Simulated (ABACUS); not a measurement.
# Si2Ni (Fm-3m) in ABACUS: a series of runs

One crystal, Si2Ni, is run at these levels: PBE; tasks: single point.

Program: ABACUS 3.10.1. These are calculated values, not measurements. Logs are shortened: lines on timing, memory, paths and dates and some standing lists are left out, and cuts for length are marked.

## 1. The structure

The structure is cubic, space group Fm-3m (No. 225). Conventional cell: a = 5.406 Å, b = 5.406 Å, c = 5.406 Å, α = 90.00°, β = 90.00°, γ = 90.00°. Ni (site symmetry m-3m) is surrounded by 8 Si at 2.34 Å. Around Si (site symmetry -43m) lie 4 Ni at 2.34 Å.

## 2. Single point, PBE, collinear spin, ferromagnetic start

File INPUT:

```
INPUT_PARAMETERS
suffix              Si2Ni
calculation         scf
basis_type          lcao
pseudo_dir          ./
orbital_dir         ./
symmetry            1
dft_functional      pbe
ecutwfc             100
pseudo_rcut         10
nspin               2
nbands              18
ks_solver           genelpa
smearing_method     fd
smearing_sigma      0.00367493
scf_thr             1e-07
scf_nmax            100
mixing_type         broyden
mixing_beta         0.4
cal_force           1
cal_stress          1
out_mul             1
out_chg             1
out_pot             2
out_elf             1
```

File STRU:

```
ATOMIC_SPECIES
Ni 58.6934 Ni.upf
Si 28.0850 Si.upf

NUMERICAL_ORBITAL
Ni_confined-atom_7au_3s2p2d1f.orb
Si_confined-atom_7au_2s2p1d.orb

LATTICE_CONSTANT
1.8897261246

LATTICE_VECTORS
0.0000000000 2.7030000000 2.7030000000
2.7030000000 0.0000000000 2.7030000000
2.7030000000 2.7030000000 0.0000000000

ATOMIC_POSITIONS
Direct

Ni
0.0
1
0.0000000000 0.0000000000 0.0000000000 1 1 1 mag 1

Si
0.0
2
0.7500000000 0.7500000000 0.7500000000 1 1 1 mag 0
0.2500000000 0.2500000000 0.2500000000 1 1 1 mag 0
```

File KPT:

```
K_POINTS
0
Gamma
9 9 9 0 0 0
```

Potentials or basis: PseudoDojo NC SR 0.4.1 PBE standard, DZP LCAO (the cutoffs set its grid).

On the command line:

```sh
OMP_NUM_THREADS=1 mpirun -np 4 abacus > log
```

running log:

```text
ABACUS v3.10.1

               Atomic-orbital Based Ab-initio Computation at UStc

 ------------------------------------------------------------------------------------

 READING GENERAL INFORMATION
                           global_out_dir = OUT.Si2Ni/
                           global_in_card = INPUT
                               pseudo_dir = ./
                              orbital_dir = ./
                                    DSIZE = 4
                                    GSIZE = 1
[... 5 lines left out ...]

 READING ATOM TYPE 1
                               atom label = Ni
                      L=0, number of zeta = 3
                      L=1, number of zeta = 2
                      L=2, number of zeta = 2
                      L=3, number of zeta = 1
             number of atom for this type = 1
               magnetization of element 1 = 1

 READING ATOM TYPE 2
                               atom label = Si
                      L=0, number of zeta = 2
                      L=1, number of zeta = 2
                      L=2, number of zeta = 1
             number of atom for this type = 2
               magnetization of element 2 = 0

                        TOTAL ATOM NUMBER = 3
DIRECT COORDINATES
    atom                   x                   y                   z     mag                  vx                  vy                  vz
taud_Ni1            0.0000000000        0.0000000000        0.0000000000  1.0000        0.0000000000        0.0000000000        0.0000000000
taud_Si1            0.7500000000        0.7500000000        0.7500000000  0.0000        0.0000000000        0.0000000000        0.0000000000
taud_Si2            0.2500000000        0.2500000000        0.2500000000  0.0000        0.0000000000        0.0000000000        0.0000000000

                          Volume (Bohr^3) = 266.541
                             Volume (A^3) = 39.4973

 Lattice vectors: (Cartesian coordinate: in unit of a_0)
                   +0              +2.703              +2.703
               +2.703                  +0              +2.703
               +2.703              +2.703                  +0
 Reciprocal vectors: (Cartesian coordinate: in unit of 2 pi/a_0)
             -0.18498            +0.18498            +0.18498
             +0.18498            -0.18498            +0.18498
             +0.18498            +0.18498            -0.18498
 The esolver type has been set to : ksdft_lcao

                PAO radial cut off (Bohr) = 10

 Read in pseudopotential file is Ni.upf
                     pseudopotential type = NC
          exchange-correlation functional = PBE
                 nonlocal core correction = 1
                        valence electrons = 18
                                     lmax = 2
                           number of zeta = 4
[... 7 lines left out ...]
                PAO radial cut off (Bohr) = 10

 Read in pseudopotential file is Si.upf
                     pseudopotential type = NC
          exchange-correlation functional = PBE
                 nonlocal core correction = 1
                        valence electrons = 4
                                     lmax = 2
                           number of zeta = 2
                     number of projectors = 6
                           L of projector = 0
                           L of projector = 0
                           L of projector = 1
                           L of projector = 1
                           L of projector = 2
                           L of projector = 2
     initial pseudo atomic orbital number = 18
 The readin total magnetization is 1

 SETUP THE ELECTRONS NUMBER
            electron number of element Ni = 18
      total electron number of element Ni = 18
            electron number of element Si = 4
      total electron number of element Si = 8
            AUTOSET number of electrons:  = 26
                           occupied bands = 13
                                   NLOCAL = 52
                                   NBANDS = 18
                                   NBANDS = 18
                                   NLOCAL = 52

%%%%%%%%%%%%%%%%%%%%%%%%%%%%%%%%%%%%%%%%%%%%%%%%%%%%%%%%%%%%%%%%%%%%%%%%%%%%%%%%%%%%%%%%%%%%%%%%%%%%%%%%%%
 Warning: the number of valence electrons in pseudopotential > 10 for Ni: [Ar] 3d8 4s2
 Pseudopotentials with additional electrons can yield (more) accurate outcomes, but may be less efficient.
 If you're confident that your chosen pseudopotential is appropriate, you can safely ignore this warning.
%%%%%%%%%%%%%%%%%%%%%%%%%%%%%%%%%%%%%%%%%%%%%%%%%%%%%%%%%%%%%%%%%%%%%%%%%%%%%%%%%%%%%%%%%%%%%%%%%%%%%%%%%%

 SETUP THE PLANE WAVE BASIS
 energy cutoff for charge/potential (unit:Ry) = 400
            fft grid for charge/potential = [ 45, 45, 45 ]
                        fft grid division = [ 3, 3, 3 ]
        big fft grid for charge/potential = [ 15, 15, 15 ]
                                     nbxx = 900
                                     nrxx = 24300

 SETUP PLANE WAVES FOR CHARGE/POTENTIAL
                    number of plane waves = 35845
                         number of sticks = 1417

 PARALLEL PW FOR CHARGE/POTENTIAL
     PROC   COLUMNS(POT)             PW
        1            354           8960
        2            354           8960
        3            354           8960
        4            355           8965
 --------------- sum -------------------
        4           1417          35845
                            number of |g| = 353
                                  max |g| = 36.1337
                                  min |g| = 0.102652

----------- Double Check Mixing Parameters Begin ------------
mixing_type: broyden
mixing_beta: 0.4
mixing_gg0: 1
mixing_gg0_min: 0.1
mixing_beta_mag: 1.6
[... 22 lines left out ...]
                                    IBRAV = 3
                                  BRAVAIS = FACE CENTERED CUBIC
                       LATTICE CONSTANT A = 5.406
Original cell was already a primitive cell.
                        ROTATION MATRICES = 48
              PURE POINT GROUP OPERATIONS = 48
                   SPACE GROUP OPERATIONS = 48
                              POINT GROUP = O_h
               POINT GROUP IN SPACE GROUP = O_h

 SETUP K-POINTS
                                    nspin = 2
                   Input type of k points = Monkhorst-Pack(Gamma)
                                   nkstot = 729
                       right hand lattice = 1
(for reciprocal lattice: )
                             BRAVAIS TYPE = 2
                     BRAVAIS LATTICE NAME = 02. Cubic I (body-centered)
                                    ibrav = 2
                       right hand lattice = 1
(for k-lattice: )
                             BRAVAIS TYPE = 2
                     BRAVAIS LATTICE NAME = 02. Cubic I (body-centered)
                                    ibrav = 2
                       right hand lattice = 1
                        ROTATION MATRICES = 48
                               nkstot_ibz = 35
K-POINTS REDUCTION ACCORDING TO SYMMETRY
     IBZ    DIRECT_X    DIRECT_Y    DIRECT_Z  WEIGHT  ibz2bz
       1  0.00000000  0.00000000  0.00000000  0.0014       0
       2  0.11111111  0.11111111  0.11111111  0.0110       1
       3  0.22222222  0.22222222  0.22222222  0.0110       2
       4  0.33333333  0.33333333  0.33333333  0.0110       3
       5  0.44444444  0.44444444  0.44444444  0.0110       4
       6  0.11111111  0.11111111  0.00000000  0.0082      10
[... 22 lines left out ...]
      29  0.44444444  0.33333333  0.11111111  0.0329     112
      30 -0.44444444  0.44444444  0.22222222  0.0658     113
[... 5 further k points ...]

                               nkstot now = 35
[... K-POINTS DIRECT COORDINATES: 35 rows ...]

           k-point number in this process = 35
       minimum distributed K point number = 35
[... stars of the k points ...]
                             nks(nspin=2) = 70
                          nkstot(nspin=2) = 70

[... K-POINTS CARTESIAN COORDINATES: 70 rows ...]

[... K-POINTS DIRECT COORDINATES: 70 rows ...]

 SETUP PLANE WAVES FOR WAVE FUNCTIONS
     energy cutoff for wavefunc (unit:Ry) = 100
              fft grid for wave functions = [ 45, 45, 45 ]
                    number of plane waves = 5817
                         number of sticks = 433

 PARALLEL PW FOR WAVE FUNCTIONS
     PROC   COLUMNS(POT)             PW
        1            107           1455
        2            109           1454
        3            108           1454
        4            109           1454
 --------------- sum -------------------
        4            433           5817

 SET NONLOCAL PSEUDOPOTENTIAL PROJECTORS
 SET NONLOCAL PSEUDOPOTENTIAL PROJECTORS
 max number of nonlocal projetors among all species is 6

 -------------------------------------------
 SELF-CONSISTENT
 -------------------------------------------

 SETUP SEARCHING RADIUS FOR PROGRAM TO SEARCH ADJACENT ATOMS
                  longest orb rcut (Bohr) = 7
   longest nonlocal projector rcut (Bohr) = 1.94
                     search radius (Bohr) = 17.9
              searching radius is (Bohr)) = 17.9
         searching radius unit is (Bohr)) = 1.89
                         PeriodicBoundary = 1
                        Radius(unit:lat0) = 9.46
                                   glayer = [ 5, 5, 5 ]
                             glayer_minus = [ 4, 4, 4 ]

Find the coordinate range of the input atom(unit:lat0).
                                  min_tau = [ -21.6, -21.6, -21.6 ]
                                  max_tau = [ 25.7, 25.7, 25.7 ]
                                BoxNumber = [ 9, 9, 9 ]

 SETUP EXTENDED REAL SPACE GRID FOR GRID INTEGRATION
                          real space grid = [ 45, 45, 45 ]
                 big cell numbers in grid = [ 15, 15, 15 ]
             meshcell numbers in big cell = [ 3, 3, 3 ]
                        extended fft grid = [ 18, 18, 18 ]
                dimension of extened grid = [ 52, 52, 52 ]
                            UnitCellTotal = 125
              Atom number in sub-FFT-grid = 3
    Local orbitals number in sub-FFT-grid = 52
                                ParaV.nnr = 54506
                                 init_chg = atomic

 LCAO ALGORITHM --------------- ION=   1  ELEC=   1--------------------------------
          total magnetism (Bohr mag/cell) = 0.146988
       absolute magnetism (Bohr mag/cell) = 0.220682
                        nelec for spin up = 13.0735
                      nelec for spin down = 12.9265
[... 241 lines left out ...]
 Density error is 7.27892725947e-08
----------------------------------------------------------
     Energy           Rydberg                 eV
----------------------------------------------------------
 E_KohnSham     -352.5571237604      -4796.7857536331
 E_KS(sigma->0) -352.5568518274      -4796.7820537942
 E_Harris       -352.5571199736      -4796.7857021108
 E_band         -24.9946195853       -340.0692457026
 E_one_elec     -261.1795104962      -3553.5295435988
 E_Hartree      143.6843808079       1954.9262925892
 E_xc           -49.2679863130       -670.3253428426
 E_Ewald        -185.7934638931      -2527.8497601030
 E_entropy(-TS) -0.0005438661        -0.0073996779
 E_descf        0.0000000000         0.0000000000
 E_exx          0.0000000000         0.0000000000
 E_Fermi        0.9890681432         13.4569624585
----------------------------------------------------------

 charge density convergence is achieved
 final etot is -4796.7857536 eV
 EFERMI = 13.456962458 eV
The vacuum level is 8.7962770698 eV

 STATE ENERGY(eV) AND OCCUPATIONS    NSPIN == 2
SPIN UP :
 1/35 kpoint (Cartesian) = 0.0000 0.0000 0.0000 (1147 pws)
       1       -91.1814     0.00137174
       2       -51.5729     0.00137174
       3       -51.5729     0.00137174
       4       -51.5729     0.00137174
       5      -0.478726     0.00137174
       6        8.21578     0.00137174
[... 98 lines left out ...]
       5      -0.234155     0.00823045
       6        7.85978     0.00823045
[... 10 lines left out ...]
      17        17.6443    3.50648e-39
      18        17.6443    3.50648e-39

[... levels at 64 further k points ...]

-------------------------------------------------
 Total Magnetism (uB)
-------------------------------------------------
                        Ni1        -0.0000001198
                        Si1         0.0000000389
                        Si2         0.0000000389
-------------------------------------------------

 correction force for each atom along direction 1 is 3.47176e-15
 correction force for each atom along direction 2 is -6.05800e-14
 correction force for each atom along direction 3 is -3.75579e-14
------------------------------------------------------------------------------------------
 TOTAL-FORCE (eV/Angstrom)
------------------------------------------------------------------------------------------
                       Ni1         0.0000000000         0.0000000000         0.0000000000
                       Si1         0.0000000000         0.0000000000         0.0000000000
                       Si2         0.0000000000         0.0000000000         0.0000000000
------------------------------------------------------------------------------------------

----------------------------------------------------------------
 TOTAL-STRESS (KBAR)
----------------------------------------------------------------
        55.9119452049        -0.0000000000        -0.0000000000
         0.0000000000        55.9119452049        -0.0000000000
        -0.0000000000        -0.0000000000        55.9119452049
----------------------------------------------------------------
 TOTAL-PRESSURE: 55.911945 KBAR

 --------------------------------------------
 !FINAL_ETOT_IS -4796.7857536331021038 eV
 --------------------------------------------
```

Run time: 13 s. Hardware: 4 MPI ranks of AMD EPYC 9B45 (Zen 5), shared host; peak memory 0.48 GiB.

Results:

| Quantity | Value |
| --- | --- |
| Free energy | -4796.7858 eV |
| Pressure | 5.6 GPa |
| Band gap on the k mesh | none (metal or under the smearing width) |
| Net moment | 0.00 μB per cell |
| Absolute moment | 0.00 μB per cell |
| Mulliken charges | Ni -0.27; Si +0.13 e |

Caveat: the atomic orbitals were generated for these runs and aren't a published set; Mulliken charges move with the basis; the basis of atomic orbitals isn't converged, which shifts pressures, moduli and gaps.

(Continued in part 2 of 2.)
